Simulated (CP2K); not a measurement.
Runs of CP2K 2026.2 on TaN. Symmetry: Fm-3m, No. 225, cubic system. Conventional cell: a = 4.423 Å, b = 4.423 Å, c = 4.423 Å, α = 90.00°, β = 90.00°, γ = 90.00°. Ta (site symmetry m-3m) is surrounded by 6 N at 2.21 Å. N (site symmetry m-3m) is surrounded by 6 Ta at 2.21 Å. The cell comes from a database or a generator and needn't be the stable form of this composition.

| level | potentials or basis | smearing | EPS_DEFAULT | NGRIDS | points a segment of the path (NPOINTS) | bands added on the path | CUTOFF of the grids | gap on the mesh (eV) | pressure (GPa) |
| --- | --- | --- | --- | --- | --- | --- | --- | --- | --- |
| TB-mBJ | POTENTIAL_UZH Ta GTH-PBE-q13, N GTH-PBE-q5; TZVP-MOLOPT-PBE-GTH basis | fermi-dirac 0.01 eV | 1.0E-9 | 4 | 10 | 6 | 675 Ry | none | - |
| LDA | GTH_POTENTIALS Ta GTH-PADE-q13, N GTH-PADE-q5; TZVP-MOLOPT-PBE-GTH basis | fermi-dirac 0.0259 eV | 1.0E-10 | 4 | 6 | 6 | 450 Ry | none | -119.4 |
| r2SCAN | POTENTIAL_UZH Ta GTH-SCAN-q13, N GTH-SCAN-q5; TZVP-MOLOPT-SCAN-GTH basis | fermi-dirac 0.0259 eV | 1.0E-9 | 5 | 8 | 4 | 675 Ry | none | (a) |
| PBEsol | POTENTIAL_UZH Ta GTH-PBE-q13, N GTH-PBE-q5; TZVP-MOLOPT-PBE-GTH basis | fermi-dirac 0.1 eV | 1.0E-10 | 5 | 8 | 2 | 450 Ry | none | -13.1 |

Alike in all rows: task band structure; no spin polarisation; cell as given; k mesh 10 × 10 × 10.

Problem. Estimate the missing entries.

Solution. (a) -11.9.

Caveats: spin-orbit coupling is left out, which moves the levels of the heavy elements; the basis of atomic orbitals isn't converged, which shifts pressures, moduli and gaps; the potentials were made for another functional, which shifts forces and pressure (some runs); this is a model potential without an energy functional, so only levels have meaning (some runs); a pressure of tens of GPa on the cell as given is suspect, and the run, the potentials or the cell itself is likely at fault (some runs).

A k mesh can miss the band edges, and the runs leave out spin-orbit coupling on Ta.

A gap of «none» marks a metal or a gap under the smearing width.

Runs at the PBE level aren't shown here.
